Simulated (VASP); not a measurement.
# Zr: relaxation of cell and atoms with r2SCAN

Zr:

```
Zr
1.0
     3.23200    0.00000    0.00000
    -1.61600    2.79899    0.00000
     0.00000    0.00000    5.14700
Zr
2
Direct
  0.33333 0.66667 0.25000
  0.66667 0.33333 0.75000
```

```yaml
Program: VASP 6.6.1
Task: relaxation of cell and atoms
Functional: r2SCAN
Potentials_or_basis: VASP PAW PBE potentials, release 64 (Zr_sv)
Cutoff: 600 eV
k_mesh: 15 × 15 × 9
Occupations: methfessel-paxton, width 0.1 eV
Spin: no spin polarisation
Further_INCAR_settings: ALGO = Normal; EDIFF = 1e-06; IBRION = 2; EDIFFG = -0.01; NSW = 90; ISIF = 3
```

```
Relaxed volume                         : 23.49 Å³/atom
Relaxed cell                           : a = 3.246 Å, b = 3.246 Å, c = 5.148 Å, α = 90.00°, β = 90.00°, γ = 120.00°
Space group after relaxing (to 0.05 Å) : P6_3/mmc (No. 194)
Energy gained by relaxing              : 0.7 meV/atom
Ionic steps                            : 5
Pressure after relaxing                : 0.0 GPa
Band gap on the k mesh                 : none (metal or under the smearing width)
```

Stress tensor (GPa, compression positive):
```
 0.03  0.00  0.00
 0.00  0.03  0.00
 0.00  0.00 -0.06
```

The path:
```csv
step,energy change (eV),largest force (eV/Å),pressure (GPa),volume (Å³)
1,0.0000,0.0000,0.85,46.56
2,-0.0002,0.0000,-0.87,47.40
3,-0.0012,0.0000,-0.06,46.99
4,-0.0012,0.0000,-0.04,46.98
5,-0.0013,0.0000,0.00,46.97
```

Final structure:
```
CELL_PARAMETERS angstrom
3.24600 0.00000 0.00000
-1.62300 2.81112 0.00000
0.00000 0.00000 5.14766
ATOMIC_POSITIONS crystal
Zr 0.33333 0.66667 0.25000
Zr 0.66667 0.33333 0.75000
```

Levels at points of the mesh, in eV from the Fermi level:
```
           k point  band 8  band 9  band 10  band 11  band 12  band 13  band 14  band 15  band 16
(0.00, 0.00, 0.00)  -27.40   -6.01    -3.19     0.95     0.95     1.02     1.16     1.70     1.70
```

It took 16 min on 1 thread of Intel(R) Xeon(R) Platinum 8559C (Emerald Rapids), on a shared host, peak memory 0.25 GiB.

Caveat: the PAW data sets were made with another functional, which shifts forces and pressure a little. Zero-point motion and thermal expansion aren't in these numbers.
